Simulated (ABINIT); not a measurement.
A run of ABINIT 10.8.3 (patched build) is set up as follows.

The input run.abi:

```
pp_dirpath "./"
pseudos "Zr.upf, Se.upf"

acell 3*1.0
rprim
     7.1771798213     0.0000000000     0.0000000000
    -3.5885899107     6.2156200529     0.0000000000
     0.0000000000     0.0000000000    11.7011841637
ntypat 2
znucl 40 34
natom 3
typat 1 2 2
chkprim 0
chksymtnons 0
tolsym 1.0e-6
xred
            0.0            0.0            0.0
            2/3            1/3            3/4
            1/3            2/3            1/4

ecut 39.0
ecutsm 0.5

kptopt 1
ngkpt 6 6 4
nshiftk 1
shiftk 0.0 0.0 0.0

ixc 7

nband 27
occopt 3
tsmear 0.00183747

nstep 80
tolvrs 1.0e-12

iomode 3
prteig 0
prtebands 0
prtwf 0
prtden 0

ionmov 22
optcell 2
ntime 50
tolmxf 2.0e-5
dilatmx 1.08
```

Potentials or basis: PseudoDojo NC SR LDA v0.4.1 standard.

Run with:

```console
$ abinit run.abi > log 2>&1
```

Question: Estimate the relaxed cell.

Answer: a = 3.699 Å, b = 3.699 Å, c = 5.926 Å, α = 90.00°, β = 90.00°, γ = 120.00°.

Question: Estimate the band gap on the k mesh.

Answer: None (metal or under the smearing width).

Question: What does it give for the space group after relaxing (to 0.05 Å)?

Answer: P-3m1 (No. 164).

Question: Estimate the relaxed volume.

Answer: 23.41 Å³/atom.

Final structure:
```xyz
3
Lattice="3.6992 0.0000 0.0000 -1.8496 3.2036 0.0000 0.0000 0.0000 5.9264" Properties=species:S:1:pos:R:3 pbc="T T T"
Zr    0.0000    0.0000    0.0000
Se    1.8496    1.0679    4.3450
Se    0.0000    2.1358    1.5814
```

LDA usually gives volumes a few per cent too small. Zero-point motion and thermal expansion aren't in these numbers.
